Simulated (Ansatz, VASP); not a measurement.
## One calculation of Ti3H, two programs

```xyz
4
Lattice="2.8194 0.0000 0.0000 -0.9398 2.6581 0.0000 0.0000 0.0000 21.3260" Properties=species:S:1:pos:R:3 pbc="T T T"
Ti    0.9398    1.3291    4.0000
Ti    0.0000    0.0000    6.1690
Ti    0.9398    1.3291    8.3260
H     1.5663    2.2151   11.2960
```

Alike in both runs: task single point; functional PBE; k mesh 10 × 10 × 1; occupations gaussian, width 0.1 eV; no spin polarisation.

|  | VASP | Ansatz |
| --- | --- | --- |
| version | VASP 6.6.1 | Ansatz 0.2.0 |
| potentials or method | VASP PAW PBE potentials, release 64 (Ti_sv, H) | scalar-relativistic, plane waves, PAW |
| plane-wave cutoff (eV) | 520 | 420 |
| valence electrons in the cell | 37 | 37 |

```tsv
	VASP	Ansatz	Ansatz less VASP
gap on the k mesh at the Fermi level (eV)	none	none	-
rms of the force components (eV/Å)	0.475	0.478	+0.0031
work function, face that differs most (eV)	4.19	4.34	+0.149
```

Atom by atom the forces differ by 0.005 eV/Å (rms over components). A gap of «none» marks a metal or a gap that the smearing closes. With one functional, cell and mesh, what is left measures potentials, basis and numerics.
